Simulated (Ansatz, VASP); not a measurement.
KBr in VASP and in Ansatz

INCAR

```
ALGO = Normal ; EDIFF = 1E-6
ENCUT = 520 ; GGA = PE
ISIF = 2 ; ISMEAR = 0
LASPH = T ; LCHARG = F
LREAL = F ; LWAVE = F
NBANDS = 15 ; NELM = 60
PREC = Accurate ; SIGMA = 0.05
```

KPOINTS

```
k-points
0
Gamma
  6 6 6
```

The input POSCAR:

```
KBr
1.0
    0.0000000000      3.1937250000      3.3912750000
    3.1937250000      0.0000000000      3.3912750000
    3.1937250000      3.1937250000      0.0000000000
K Br
1 1
Direct
    0.0000000000      0.0000000000      0.0000000000
    0.5000000000      0.5000000000      0.5000000000
```

Input for Ansatz:

```yaml
crystal:
  lattice:
    - [0.0, 3.193725, 3.391275]
    - [3.193725, 0.0, 3.391275]
    - [3.193725, 3.193725, 0.0]
  atoms:
    - { symbol: K, position: [0.0, 0.0, 0.0] }
    - { symbol: Br, position: [0.5, 0.5, 0.5] }
basis:
  ecutwfc: 420
kpoints:
  mp_grid: { grid: [6, 6, 6] }
hamiltonian:
  xc: pbe
scf:
  occupations: { method: gaussian, width: 0.05 }
output:
  forces: true
  stress: true
  eigenvalues: true
```

Change from the starting cell: strain -0.030 along x and y, +0.030 along z, atoms carried along.

Alike in both runs: task single point; functional PBE; k mesh 6 × 6 × 6; occupations gaussian, width 0.05 eV; no spin polarisation.

```csv
,VASP,Ansatz
version,VASP 6.6.1,Ansatz 0.2.0
potentials or method,"VASP PAW PBE potentials, release 64 (K_sv, Br)","scalar-relativistic, plane waves, PAW"
plane-wave cutoff (eV),520,420
valence electrons in the cell,16,16
```

|  | VASP | Ansatz | Ansatz less VASP |
| --- | --- | --- | --- |
| gap on the k mesh at the Fermi level (eV) | 4.52 | 4.52 | +0.002 |
| least direct gap on the mesh (eV) | 4.52 | 4.52 | +0.002 |
| pressure (GPa) | 1.6 | 1.6 | -0.05 |
| largest component of the traceless stress (GPa) | 1.47 | 1.44 | -0.024 |
